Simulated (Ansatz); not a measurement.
## What moves the field gradients of SnS?

Cell of run 1: a Materials Project structure (computed, not necessarily an observed phase).

Space group Pnma (No. 62); a = 11.3920, b = 3.9569, c = 4.5328 Å.

| site | Wyckoff | site symmetry | x | y | z |
| --- | --- | --- | --- | --- | --- |
| Sn | 4c | .m. | 0.6216 | 0.2500 | 0.3695 |
| S | 4c | .m. | 0.3475 | 0.2500 | 0.0106 |

One atom of each set is listed.

Relaxed positions (PBE, cell held):

Sn (0.6204, 0.2500, 0.3629)
S (0.3503, 0.2500, 0.0244)

All runs are DFT with Ansatz 0.2.0 (plane waves and PAW, scalar-relativistic unless spin–orbit coupling is named, Γ-centred meshes, Fermi–Dirac smearing where given) in this cell.

Run 1: PBE, atoms as given; 420 eV, 3×8×7 k-points, smearing 0.01 eV.
Run 2: r2SCAN, atoms as given; 500 eV, 3×8×7 k-points, smearing 0.01 eV.
Run 3: PBE, atoms relaxed; 420 eV, 3×8×7 k-points, smearing 0.01 eV.
Run 4: r2SCAN, at the relaxed atoms; 500 eV, 3×8×7 k-points, smearing 0.01 eV.
Run 5: r2SCAN, atoms relaxed; 500 eV, 3×8×7 k-points, smearing 0.01 eV.

```
run    Sn V_zz (η)    S V_zz (η)
  1  -12.61 (0.31)  -4.23 (0.06)
  2  -13.79 (0.29)  -4.44 (0.05)
  3  -11.54 (0.36)  -3.79 (0.09)
  4  -12.75 (0.33)  -4.00 (0.08)
  5              ?             ?
```

V_zz in 10²¹ V/m².

(1) Estimate the row of run 5.

Answers

(1) Sn: -13.59 (0.33); S: -4.48 (0.01). It lies nearest to run 2, from whose tensors on these sites it differs by 0.84 at most (largest principal value of the difference, on Sn). Taken one at a time, the positions of the atoms (as given or relaxed) move the tensors on these sites by up to 2.00 (largest principal value of the change, on Sn), the functional (r2SCAN with its higher cutoff) by 1.25 (Sn).

Without spin–orbit coupling (the program notes it for Sn) the gradients can shift somewhat, as the gap is small. Without spin–orbit coupling (the program notes it for Sn) the gradients are little affected as a rule: paired runs on crystals with a gap mostly move them by under 2 % at such atoms. With these PAW files V_zz is typically within 2 to 3 % of all-electron values, but misses above 10 % occur on Sn.
